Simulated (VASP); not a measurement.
# InSb (F-43m) in VASP: a series of runs

One crystal, InSb, is run at these levels: PBEsol; tasks: relaxation of cell and atoms.

Everything below comes from runs of VASP 6.6.1. Logs are shortened: lines on timing, memory, paths and dates and some standing lists are left out, and cuts for length are marked.

## 1. The structure

It takes space group F-43m (No. 216, cubic). Conventional cell: a = 6.478 Å, b = 6.478 Å, c = 6.478 Å, α = 90.00°, β = 90.00°, γ = 90.00°. In (site symmetry -43m) has 4 Sb at 2.81 Å as nearest neighbours. Around Sb (site symmetry -43m) lie 4 In at 2.81 Å.

## 2. Relaxation of cell and atoms, PBEsol

Contents of INCAR:

```
SYSTEM = InSb
ALGO     = Normal         ! electronic algorithm
EDIFF    = 1E-6           ! SCF threshold, eV
EDIFFG   = -0.01          ! ionic threshold
ENCUT    = 600            ! plane-wave cutoff, eV
GGA      = PS             ! functional
IBRION   = 2              ! ionic algorithm
ISIF     = 3              ! what is computed and relaxed
ISMEAR   = 0              ! smearing method
KPAR     = 2            
LASPH    = .TRUE.         ! aspherical terms in the spheres
LCHARG   = .FALSE.        ! write CHGCAR
LREAL    = .FALSE.        ! projectors in reciprocal space
LWAVE    = .FALSE.        ! write WAVECAR
NELM     = 80             ! most SCF steps
NSW      = 90             ! ionic steps
PREC     = Accurate       ! precision mode
SIGMA    = 0.03           ! smearing width, eV
```

Contents of KPOINTS:

```
k-points
0
G
  10 10 10
  0 0 0
```

Contents of POSCAR:

```
InSb
1.0
    0.0000000000      3.2391000000      3.2391000000
    3.2391000000      0.0000000000      3.2391000000
    3.2391000000      3.2391000000      0.0000000000
In Sb
1 1
Direct
    0.0000000000      0.0000000000      0.0000000000
    0.2500000000      0.2500000000      0.2500000000
```

Potentials or basis: VASP PAW PBE potentials, release 64 (In_d, Sb).

The run is started by

```
$ cat potpaw_PBE.64/In_d/POTCAR potpaw_PBE.64/Sb/POTCAR > POTCAR
$ mpirun -np 2 vasp_std > vasp.out
```

OUTCAR:

```text
SYSTEM = InSb
   EDIFF = 1E-6
   EDIFFG = -0.01
   ENCUT = 600
   GGA = PS
   IBRION = 2
   ISIF = 3
   ISMEAR = 0
   LASPH = .TRUE.
   LREAL = .FALSE.
   NELM = 80
   NSW = 90
   PREC = Accurate

 ion  position               nearest neighbor table
   1  0.000  0.000  0.000-   2 2.81   2 2.81   2 2.81   2 2.81
   2  0.250  0.250  0.250-   1 2.81   1 2.81   1 2.81   1 2.81

  LATTYP: Found a face centered cubic cell.
 ALAT       =     6.4782000000

  Lattice vectors:

 A1 = (   0.0000000000,   3.2391000000,   3.2391000000)
 A2 = (   3.2391000000,   0.0000000000,   3.2391000000)
 A3 = (   3.2391000000,   3.2391000000,   0.0000000000)

Analysis of symmetry for initial positions (statically):
=====================================================================
 Subroutine PRICEL returns:
 Original cell was already a primitive cell.

 Routine SETGRP: Setting up the symmetry group for a
 face centered cubic supercell.

 Subroutine GETGRP returns: Found 24 space group operations
 (whereof 24 operations were pure point group operations)
 out of a pool of 48 trial point group operations.

The static configuration has the point symmetry T_d .

Analysis of symmetry for dynamics (positions and initial velocities):
=====================================================================
 Subroutine PRICEL returns:
 Original cell was already a primitive cell.

 Routine SETGRP: Setting up the symmetry group for a
 face centered cubic supercell.

 Subroutine GETGRP returns: Found 24 space group operations
 (whereof 24 operations were pure point group operations)
 out of a pool of 48 trial point group operations.

The dynamic configuration has the point symmetry T_d .

 Subroutine INISYM returns: Found 24 space group operations
 (whereof 24 operations are pure point group operations),
 and found     1 'primitive' translations

----------------------------------------------------------------------------------------

                                     Primitive cell

  volume of cell :      67.9678

  direct lattice vectors                    reciprocal lattice vectors
     0.000000000  3.239100000  3.239100000    -0.154363867  0.154363867  0.154363867
     3.239100000  0.000000000  3.239100000     0.154363867 -0.154363867  0.154363867
     3.239100000  3.239100000  0.000000000     0.154363867  0.154363867 -0.154363867

  length of vectors
     4.580779150  4.580779150  4.580779150     0.267366060  0.267366060  0.267366060

  position of ions in fractional coordinates (direct lattice)
     0.000000000  0.000000000  0.000000000
     0.250000000  0.250000000  0.250000000

  ion indices of the primitive-cell ions
   primitive index   ion index
                 1           1
                 2           2

----------------------------------------------------------------------------------------

 KPOINTS: k-points

Automatic generation of k-mesh.
 Grid dimensions read from file:
 generate k-points for:   10   10   10

 Generating k-lattice:

  Cartesian coordinates                     Fractional coordinates (reciprocal lattice)
    -0.015436387  0.015436387  0.015436387     0.100000000  0.000000000  0.000000000
     0.015436387 -0.015436387  0.015436387     0.000000000  0.100000000  0.000000000
     0.015436387  0.015436387 -0.015436387     0.000000000  0.000000000  0.100000000

  Length of vectors
     0.026736606  0.026736606  0.026736606

  Shift w.r.t. Gamma in fractional coordinates (k-lattice)
     0.000000000  0.000000000  0.000000000

 Subroutine IBZKPT returns following result:
 ===========================================

 Found     47 irreducible k-points:

 Following reciprocal coordinates:
            Coordinates               Weight
  0.000000  0.000000  0.000000      1.000000
  0.100000  0.000000  0.000000      8.000000
  0.200000  0.000000  0.000000      8.000000
  0.300000  0.000000  0.000000      8.000000
  0.400000  0.000000  0.000000      8.000000
  0.500000  0.000000  0.000000      4.000000
[... 16 lines left out ...]
  0.300000  0.300000  0.000000      6.000000
  0.400000  0.300000  0.000000     24.000000
 [... further k-points ...]
   k-points           NKPTS =     47   k-points in BZ     NKDIM =     47   number of bands    NBANDS=     13
   number of dos      NEDOS =    301   number of ions     NIONS =      2
   total plane-waves  NPLWV =  64000
   dimension x,y,z NGX =    40 NGY =   40 NGZ =   40
   dimension x,y,z NGXF=    80 NGYF=   80 NGZF=   80
   ions per type =               1   1
   NGX,Y,Z   is equivalent  to a cutoff of  14.52, 14.52, 14.52 a.u.
   NGXF,Y,Z  is equivalent  to a cutoff of  29.03, 29.03, 29.03 a.u.
 SYSTEM =  InSb
   PREC   = accura    normal or accurate (medium, high low for compatibility)
   ISTART =      0    job   : 0-new  1-cont  2-samecut
   ICHARG =      2    charge: 1-file 2-atom 10-const
   ISPIN  =      1    spin polarized calculation?
   LNONCOLLINEAR =      F non collinear calculations
   LSORBIT =      F    spin-orbit coupling
   LASPH  =      T    aspherical Exc in radial PAW
   ENCUT  =  600.0 eV  44.10 Ry    6.64 a.u.   9.15  9.15  9.15*2*pi/ulx,y,z
   NELM   =     80;   NELMIN=  2; NELMDL= -5     # of ELM steps
   EDIFF  = 0.1E-05   stopping-criterion for ELM
   LREAL  =      F    real-space projection
   EDIFFG = -.1E-01   stopping-criterion for IOM
   NSW    =     90    number of steps for IOM
   IBRION =      2    ionic relax: 0-MD 1-quasi-New 2-CG
   NFREE  =      1    steps in history (QN), initial steepest desc. (CG)
   ISIF   =      3    stress and relaxation
   ISYM   =      2    0-nonsym 1-usesym 2-fastsym
   POTIM  = 0.5000    time-step for ionic-motion
   TEBEG  =    0.0;   TEEND  =   0.0 temperature during run
   PSTRESS=    0.0 pullay stress
   NELECT =      18.0000    total number of electrons
   NUPDOWN=      -1.0000    fix difference up-down
   EMIN   =  10.00;   EMAX   =-10.00  energy-range for DOS
   EFERMI =   0.00;   METHOD = LEGACY
   ISMEAR =     0;   SIGMA  =   0.03  broadening in eV -4-tet -1-fermi 0-gaus
   EFERMI_NEDOS =   21; number of points for ismear=-14 and -15
   IALGO  =     38    algorithm
   IMIX   =      4    mixing-type and parameters
     AMIX     =   0.40;   BMIX     =  1.00
     AMIX_MAG =   1.60;   BMIX_MAG =  1.00
  volume/ion in A,a.u.               =      33.98       229.33
  Fermi-wavevector in a.u.,A,eV,Ry     =   1.051311  1.986690 15.037912  1.105255
  Thomas-Fermi vector in A             =   2.186349
   LORBIT       =      0    0 simple, 1 ext, 2 COOP (PROOUT), +10 PAW based schemes
   GGA     = PS    functional components
   LHFCALC =     F    Hartree Fock is set to
   AEXX    =    0.0000 exact exchange contribution
   IVDW    =     0    specifies the selected vdW correction
   LEPSILON=     F    determine dielectric tensor
   LRPA    =     F    only Hartree local field effects (RPA)
 conjugate gradient relaxation of ions
 non-spin polarized calculation
 Gauss-broadening in eV      SIGMA  =   0.03
  energy-cutoff  :      600.00
  volume of cell :       67.97
 maximum number of plane-waves:      2288
 NGX is ok and might be reduce to    40
   NGX = 19   NGY = 19   NGZ = 19

--------------------------------------- Ionic step        1  -------------------------------------------

 number of electron      18.0000001 magnetization

 Free energy of the ion-electron system (eV)
  ---------------------------------------------------
  ext. energy  EPLUGINS =         0.00000000
  ---------------------------------------------------
  free energy    TOTEN  =        -7.69620008 eV

  energy without entropy =       -7.69615381  energy(sigma->0) =       -7.69617694

------------------------ aborting loop because EDIFF is reached ----------------------------------------

  FORCE on cell =-STRESS in cart. coord.  units (eV):
  Direction    XX          YY          ZZ          XY          YZ          ZX
  --------------------------------------------------------------------------------------
  -------------------------------------------------------------------------------------
  Total        0.3733145      0.3733145      0.3733145     -0.0000000      0.0000000      0.0000000
  in kB        8.7999931      8.7999931      8.7999931     -0.0000000      0.0000000      0.0000000
  external PRESSURE =       8.7999931 kB  Pullay stress =       0.0000000 kB
[... 21 lines left out ...]
  energy  without entropy=       -7.6961538056  energy(sigma->0) =       -7.69617694

--------------------------------------- Ionic step        2  -------------------------------------------

 number of electron      17.9999998 magnetization

 E-fermi :   4.6953     XC(G=0):  -8.7563

 val. band max:        4.6861368930   @ k =   0.0000   0.0000   0.0000
 cond. band min:       5.1124891767   @ k =   0.5000   0.0000   0.0000
 fundamental gap:      0.4263522837
 Fermi energy:         4.6952739649

 k-point     1 :       0.0000    0.0000    0.0000
  band No.  band energies     occupation
      1      -9.7992      2.00000
      2      -9.7992      2.00000
      3      -9.7992      2.00000
      4      -9.7199      2.00000
      5      -9.7199      2.00000
      6      -5.8970      2.00000
      7       4.2753      2.00000
      8       4.6861      1.33333
      9       4.6861      1.33333
     10       4.6861      1.33333
     11       7.6202      0.00000
     12       7.6202      0.00000
     13       7.6202      0.00000
[... 401 lines left out ...]
  energy  without entropy=       -7.6992963558  energy(sigma->0) =       -7.69931950

--------------------------------------- Ionic step        3  -------------------------------------------

 number of electron      17.9999999 magnetization

 Free energy of the ion-electron system (eV)
  ---------------------------------------------------
  ext. energy  EPLUGINS =         0.00000000
  ---------------------------------------------------
  free energy    TOTEN  =        -7.69983402 eV

  energy without entropy =       -7.69978774  energy(sigma->0) =       -7.69981088

 E-fermi :   4.7705     XC(G=0):  -8.7870

 val. band max:        4.7613194729   @ k =   0.0000   0.0000   0.0000
 cond. band min:       5.1999534670   @ k =   0.5000   0.0000   0.0000
 fundamental gap:      0.4386339941
 Fermi energy:         4.7704565489

 k-point     1 :       0.0000    0.0000    0.0000
  band No.  band energies     occupation
      1      -9.7386      2.00000
      2      -9.7386      2.00000
      3      -9.7386      2.00000
      4      -9.6574      2.00000
      5      -9.6574      2.00000
      6      -5.8669      2.00000
      7       4.3916      2.00000
      8       4.7613      1.33333
      9       4.7613      1.33333
     10       4.7613      1.33333
     11       7.6947      0.00000
     12       7.6947      0.00000
     13       7.6947      0.00000
[... 397 lines left out ...]
  FREE ENERGIE OF THE ION-ELECTRON SYSTEM (eV)
  ---------------------------------------------------
  free  energy   TOTEN  =        -7.6998340185 eV

  energy  without entropy=       -7.6997877398  energy(sigma->0) =       -7.69981088

 reached required accuracy - stopping structural energy minimisation
```

It took 27 s on 2 MPI ranks of Intel Xeon 6975P-C (Granite Rapids), shared host; peak memory 0.27 GiB.

What came out:

| Item | Value |
| --- | --- |
| Free energy | -7.6998 eV |
| Relaxed volume | 34.66 Å³/atom |
| Relaxed cell | a = 4.611 Å, b = 4.611 Å, c = 4.611 Å, α = 60.00°, β = 60.00°, γ = 60.00° |
| Space group after relaxing (to 0.05 Å) | F-43m (No. 216) |
| Energy gained by relaxing | 1.8 meV/atom |
| Ionic steps | 3 |
| Pressure after relaxing | 0.0 GPa |
| Band gap on the k mesh | none (metal or under the smearing width) |

Step by step:
```csv
step,energy change (eV),largest force (eV/Å),pressure (GPa),volume (Å³)
1,0.0000,0.0000,0.88,67.97
2,-0.0031,0.0000,-0.31,69.82
3,-0.0036,0.0000,-0.01,69.31
```

Final structure:
```cif
data_structure
_symmetry_space_group_name_H-M 'P 1'
_symmetry_Int_Tables_number 1
_cell_length_a 4.6108
_cell_length_b 4.6108
_cell_length_c 4.6108
_cell_angle_alpha 60.000
_cell_angle_beta 60.000
_cell_angle_gamma 60.000
_cell_volume 69.31
loop_
_atom_site_label
_atom_site_type_symbol
_atom_site_fract_x
_atom_site_fract_y
_atom_site_fract_z
_atom_site_occupancy
In1 In 0.00000 0.00000 0.00000 1
Sb1 Sb 0.25000 0.25000 0.25000 1
```

Caveat: the PAW data sets were made with another functional, which shifts forces and pressure a little; this crystal is a semiconductor, whose small gap the functional closes, so the metal is an error of the method.

## 3. Relaxation of cell and atoms, PBEsol

This run uses another cell than the first one, of 34.66 Å³/atom, 1.020 times its volume.

INCAR, as its differences from that of step 2:

```diff
@@ -2,4 +2,4 @@
 ALGO     = Normal         ! electronic algorithm
-EDIFF    = 1E-6           ! SCF threshold, eV
-EDIFFG   = -0.01          ! ionic threshold
+EDIFF    = 1E-7           ! SCF threshold, eV
+EDIFFG   = -0.005         ! ionic threshold
 ENCUT    = 600            ! plane-wave cutoff, eV
```

KPOINTS is that of step 2.

Contents of POSCAR:

```
InSb                                    
1.0
    0.0000000000      3.2603245804      3.2603245804
    3.2603245804      0.0000000000      3.2603245804
    3.2603245804      3.2603245804      0.0000000000
  In              Sb            
     1     1
Direct
     0.0000000000000000    0.0000000000000000    0.0000000000000000
     0.2500000000000000    0.2500000000000000    0.2500000000000000
```

Potentials or basis: VASP PAW PBE potentials, release 64 (In_d, Sb).

The run is started by

```
$ cat potpaw_PBE.64/In_d/POTCAR potpaw_PBE.64/Sb/POTCAR > POTCAR
$ mpirun -np 2 vasp_std > vasp.out
```

It took 13 s on 2 MPI ranks of Intel Xeon 6975P-C (Granite Rapids), shared host; peak memory 0.26 GiB.

It converged, with:

```
Free energy             : -7.6999 eV
Pressure after relaxing : 0.0 GPa
Band gap on the k mesh  : none (metal or under the smearing width)
```

Final structure:
```cif
data_structure
_symmetry_space_group_name_H-M 'P 1'
_symmetry_Int_Tables_number 1
_cell_length_a 4.6108
_cell_length_b 4.6108
_cell_length_c 4.6108
_cell_angle_alpha 60.000
_cell_angle_beta 60.000
_cell_angle_gamma 60.000
_cell_volume 69.31
loop_
_atom_site_label
_atom_site_type_symbol
_atom_site_fract_x
_atom_site_fract_y
_atom_site_fract_z
_atom_site_occupancy
In1 In 0.00000 0.00000 0.00000 1
Sb1 Sb 0.25000 0.25000 0.25000 1
```

Levels at points of the mesh, in eV from the Fermi level:
| k point | band 5 | band 6 | band 7 | band 8 | band 9 | band 10 | band 11 | band 12 | band 13 |
| --- | --- | --- | --- | --- | --- | --- | --- | --- | --- |
| (0.00, 0.00, 0.00) | -14.43 | -10.64 | -0.38 | -0.01 | -0.01 | -0.01 | 2.92 | 2.92 | 2.92 |
| (0.50, 0.00, 0.00) | -14.43 | -9.31 | -5.58 | -0.99 | -0.99 | 0.43 | 3.76 | 3.76 | 5.96 |
| (0.50, 0.50, 0.00) | -14.42 | -8.72 | -5.88 | -2.22 | -2.22 | 1.27 | 1.28 | 8.00 | 8.00 |

Caveat: the relaxation stopped at its first step, so nothing moved; the PAW data sets were made with another functional, which shifts forces and pressure a little; this crystal is a semiconductor, whose small gap the functional closes, so the metal is an error of the method. The run has no spin-orbit coupling, so splittings on Sb are missing.

(Continued in part 2 of 2.)
